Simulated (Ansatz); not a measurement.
# Ti: strong compression

How does Ti (sc type) answer strong compression? The runs shown use PAW. Its runs: cell relaxed at zero pressure (PAW); volume scaled by 1 (PAW and PAW (source ansatz)); volume scaled by 0.9 (PAW); volume scaled by 0.8 (PAW and PAW (source ansatz)); volume scaled by 0.7 (PAW); volume scaled by 0.6 (PAW); volume scaled by 0.5 (PAW); volume scaled by 0.4 (PAW and PAW (cutoff 250 eV)).

Computed with Ansatz 0.2.0 (DFT PBE, with the methods named in each step, unless a step's input says otherwise).

## (1) The starting structure

Symmetry: Pm-3m, No. 221, cubic system. The conventional cell has a = 2.658 Å, b = 2.658 Å, c = 2.658 Å, α = 90.00°, β = 90.00°, γ = 90.00°. Around Ti (site symmetry m-3m) lie 6 Ti at 2.66 Å.

Coordinates:

```cif
data_structure
_symmetry_space_group_name_H-M 'P 1'
_symmetry_Int_Tables_number 1
_cell_length_a 2.6585
_cell_length_b 2.6585
_cell_length_c 2.6585
_cell_angle_alpha 90.000
_cell_angle_beta 90.000
_cell_angle_gamma 90.000
_cell_volume 18.79
loop_
_atom_site_label
_atom_site_type_symbol
_atom_site_fract_x
_atom_site_fract_y
_atom_site_fract_z
_atom_site_occupancy
Ti1 Ti 0.00000 0.00000 0.00000 1
```

Whether this phase is the stable one at these pressures isn't tested.

## (2) Cell relaxed at zero pressure, PAW

The input, input.yaml:

```yaml
crystal:
  lattice:
    - [2.6584757695, 0.0, 0.0]
    - [0.0, 2.6584757695, 0.0]
    - [0.0, 0.0, 2.6584757695]
  atoms:
    - { symbol: Ti, position: [0.0, 0.0, 0.0] }
kpoints:
  mp_grid: { grid: [14, 14, 14] }
scf:
  occupations: { method: fermi_dirac, width: 0.05 }
hamiltonian:
  xc: pbe
  pseudopotentials: { kind: paw }
output:
  forces: true
  stress: true
relax:
  f_tol: 0.005
  max_steps: 40
  cell: {}
```

Launch:

```console
$ ansatz run input.yaml --threads 1 --pin off --max-ram 2048MiB --backend cpu --events-out ev --progress --plain --runs-dir out
```

After this run come: Volume scaled by 1, PAW; Volume scaled by 1, PAW (source ansatz); Volume scaled by 0.9, PAW; Volume scaled by 0.8, PAW; Volume scaled by 0.8, PAW (source ansatz); Volume scaled by 0.7, PAW; Volume scaled by 0.6, PAW; Volume scaled by 0.5, PAW; Volume scaled by 0.4, PAW; Volume scaled by 0.4, PAW (cutoff 250 eV).

What does the calculation give? Wanted: PAW pressure at 0.4 of the volume; fitted bulk modulus at zero pressure.

**Answer**, as computed:

| quantity | value |
| --- | --- |
| PAW pressure at 0.4 of the volume | 384.7 GPa |
| PAW (cutoff 250 eV) pressure at 0.4 of the volume | 376.5 GPa |
| fitted bulk modulus at zero pressure (PAW) | 68 GPa |
| its pressure derivative | 3.90 |

**Reading.** At 0.4 of the starting volume PAW gives 385 GPa. A third-order Birch-Murnaghan curve fits the range only roughly (B₀ = 68 GPa, B′ = 3.90, misfit at most 5.06 GPa). A fit over so wide a range leans to the high pressures, so B₀ can be off by several per cent. No all-electron run checks these rows here, and frozen cores can fail under such compression. The ions are at rest, and the electrons smeared by 0.05 eV.
